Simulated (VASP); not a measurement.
MgTe: relaxation of cell and atoms with LDA

MgTe:

```
Mg Te
1.0
     4.50824    0.00000    0.00000
    -2.25412    3.90425    0.00000
     0.00000    0.00000    7.33396
Mg Te
2 2
Cartesian
  0.0000 2.6028 0.0311
  2.2541 1.3014 3.6981
  0.0000 2.6028 2.7925
  2.2541 1.3014 6.4594
```

```json
{
 "Program": "VASP 6.6.1",
 "Task": "relaxation of cell and atoms",
 "Functional": "LDA",
 "Potentials or basis": "VASP PAW LDA potentials, release 64 (Mg, Te)",
 "Cutoff": "600 eV",
 "k mesh": "9 × 9 × 4",
 "Occupations": "gaussian, width 0.03 eV",
 "Spin": "no spin polarisation",
 "Further INCAR settings": "ALGO = Normal; EDIFF = 1e-07; IBRION = 2; EDIFFG = -0.005; NSW = 90; ISIF = 3"
}
```

```json
{
  "Pressure after relaxing": "0.0 GPa",
  "Band gap on the k mesh": "2.45 eV, direct"
}
```

Final structure:
```
Mg Te
1.0
     4.50824    0.00000    0.00000
    -2.25412    3.90425    0.00000
     0.00000    0.00000    7.33396
Mg Te
2 2
Cartesian
  0.0000 2.6028 0.0311
  2.2541 1.3014 3.6981
  0.0000 2.6028 2.7925
  2.2541 1.3014 6.4594
```

Levels at points of the mesh, in eV from the valence-band top:
```tsv
k point	band 6	band 7	band 8	band 9	band 10	band 11
(0.00, 0.00, 0.00)	-0.01	-0.01	0.00	2.45	2.92	5.23
(0.00, 0.00, 0.50)	-0.28	-0.28	-0.28	3.44	3.44	5.49
```

Run time: 27 s on 1 thread of Intel(R) Xeon(R) Platinum 8488C (Sapphire Rapids), with other jobs on the host, peak memory 0.25 GiB.

Caveat: the relaxation stopped at its first step, so nothing moved; spin-orbit coupling is left out, which moves the levels of the heavy elements.
